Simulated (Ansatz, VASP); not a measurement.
# MgO: VASP beside Ansatz

```
Mg O
1.0
     0.08007    2.13515    2.13515
     2.13515    0.08007    2.13515
     2.21522    2.21522    0.00000
Mg O
1 1
Direct
  0.00000 0.00000 0.00000
  0.50000 0.50000 0.50000
```

Change from the starting cell: strain +0.0750 x Voigt [0, 0, 0, 0, 0, 1], atoms carried along.

Alike in both runs: task single point; functional PBE; k mesh 10 × 10 × 10; occupations gaussian, width 0.05 eV; no spin polarisation.

|  | VASP | Ansatz |
| --- | --- | --- |
| version | VASP 6.6.1 | Ansatz 0.2.0 |
| potentials or method | VASP PAW PBE potentials, release 64 (Mg, O) | scalar-relativistic, plane waves, PAW |
| plane-wave cutoff (eV) | 520 | 420 |
| valence electrons in the cell | 8 | 16 |

```tsv
	VASP	Ansatz	Ansatz less VASP
gap on the k mesh at the Fermi level (eV)	3.99	4.01	+0.020
least direct gap on the mesh (eV)	3.99	4.01	+0.020
pressure (GPa)	-2.2	-1.4	+0.75
largest component of the traceless stress (GPa)	10.61	10.53	-0.077
```

The two sets of potentials don't hold the same shells in valence.
